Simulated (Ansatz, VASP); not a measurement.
# K: VASP beside Ansatz

```
CELL_PARAMETERS angstrom
-2.61250 2.61250 2.61250
2.61250 -2.61250 2.61250
2.61250 2.61250 -2.61250
ATOMIC_POSITIONS crystal
K 0.00000 0.00000 0.00000
```

Alike in both runs: task single point; functional PBE; k mesh 6 × 6 × 6; occupations gaussian, width 0.1 eV; no spin polarisation.

```csv
,VASP,Ansatz
version,VASP 6.6.1,Ansatz 0.2.0
potentials or method,"VASP PAW PBE potentials, release 64 (K_sv)","scalar-relativistic, plane waves, PAW"
plane-wave cutoff (eV),520,420
valence electrons in the cell,9,9
```

```csv
,VASP,Ansatz,Ansatz less VASP
gap on the k mesh at the Fermi level (eV),none,none,-
pressure (GPa),0.1,0.2,+0.01
```

A gap of «none» marks a metal or a gap that the smearing closes.
